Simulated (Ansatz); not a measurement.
Computed with DFT PBE, scalar-relativistic, plane waves, PAW (Ansatz 0.2.0). Settings: cutoff 420 eV, Γ-centred meshes spaced at most about 0.3 Å⁻¹ (2π included), Gaussian smearing. No spin polarisation in the final relaxations.

Formation energies are uncorrected and refer to the elements' standard structures at the same level.

A relaxed structure of PbSe has 30.05 Å³/atom, −0.565 eV/atom against the elements, a gap of 0.43 eV on its mesh:

```yaml
crystal:
  lattice:
    - [0.00000, 3.10900, 3.10900]
    - [3.10900, 0.00000, 3.10900]
    - [3.10900, 3.10900, 0.00000]
  atoms:
    - { symbol: Pb, position: [0.50000, 0.50000, 0.50000] }
    - { symbol: Se, position: [0.00000, 0.00000, 0.00000] }
```

**Question.** S takes the place of Se on the same sites, and the cell is relaxed. What changes?

**Answer.** PbS has a = 6.008 Å: 27.11 Å³/atom, −0.550 eV/atom against the elements, a gap of 0.49 eV on its mesh. The volume per atom changes by -9.8 % and the formation energy by +0.016 eV/atom (from unrounded values). The gap widens by 0.06 eV. Covalent radii: Se 1.20 Å, S 1.05 Å; electronegativities 2.55 and 2.58. The cell follows the size of the atom. Pb is surrounded by 6 S at 3.00 Å; S has 6 Pb at 3.00 Å.

```cif
data_structure
_symmetry_space_group_name_H-M 'P 1'
_symmetry_Int_Tables_number 1
_cell_length_a 4.2484
_cell_length_b 4.2484
_cell_length_c 4.2484
_cell_angle_alpha 60.000
_cell_angle_beta 60.000
_cell_angle_gamma 60.000
_cell_volume 54.22
loop_
_atom_site_label
_atom_site_type_symbol
_atom_site_fract_x
_atom_site_fract_y
_atom_site_fract_z
_atom_site_occupancy
Pb1 Pb 0.50000 0.50000 0.50000 1
S1 S 0.00000 0.00000 0.00000 1
```

The two cells were relaxed from separate starts that ended on the same group and sites; neither need be the stable form of its compound. Spin–orbit coupling, which can matter for Pb, is left out. Kohn–Sham gaps at this level usually fall short of measured ones. The missing spin–orbit coupling can work the other way here. The reference forms of S and Se are held partly by dispersion forces, which this level lacks. Cells relaxed within their symmetry can be saddle points.
